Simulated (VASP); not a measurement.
A run of VASP 6.6.1 is set up as follows.

File POSCAR:

```
CaF2
1.0
    0.0000000000      2.7552132234      2.7552132234
    2.7552132234      0.0000000000      2.7552132234
    2.7552132234      2.7552132234      0.0000000000
Ca F
1 2
Direct
    0.0000000000      0.0000000000      0.0000000000
    0.2500000000      0.2500000000      0.2500000000
    0.7500000000      0.7500000000      0.7500000000
```

Contents of INCAR.step1:

```
SYSTEM = CaF2
ALGO = Normal
EDIFF = 1E-4
ENCUT = 520
GGA = PE
ISMEAR = 0
LASPH = .True.
LCHARG = .False.
LREAL = .False.
LWAVE = .True.
NBANDS = 19
NELM = 100
PREC = Accurate
SIGMA = 0.02
```

File INCAR.step2:

```
SYSTEM = CaF2
ALGO = Normal
EDIFF = 1E-7
ENCUT = 520
ISIF = 2
ISMEAR = 0
ISTART = 1
LASPH = .True.
LCHARG = .True.
LELF = .True.
LMIXTAU = .True.
LREAL = .False.
LVHAR = .True.
LWAVE = .False.
METAGGA = R2SCAN
NBANDS = 19
NELM = 100
PREC = Accurate
SIGMA = 0.02
```

Contents of KPOINTS:

```
k-points
0
Gamma
  8 8 8
  0 0 0
```

Potentials or basis: VASP PAW PBE potentials, release 64 (Ca_sv, F).

The run is started by

```bash
$ cat potpaw_PBE.64/Ca_sv/POTCAR potpaw_PBE.64/F/POTCAR > POTCAR
$ cp INCAR.step1 INCAR
$ mpirun -np 1 vasp_std > vasp.out
$ cp INCAR.step2 INCAR
$ mpirun -np 1 vasp_std > vasp.out
```

Q: What does it give for the pressure?

A: -2.7 GPa.

Q: What does it give for the band gap on the k mesh?

A: 7.79 eV, indirect (least direct gap 8.04 eV).

Caveat: the PAW data sets were made with another functional, which shifts forces and pressure a little. A k mesh can miss the band edges.
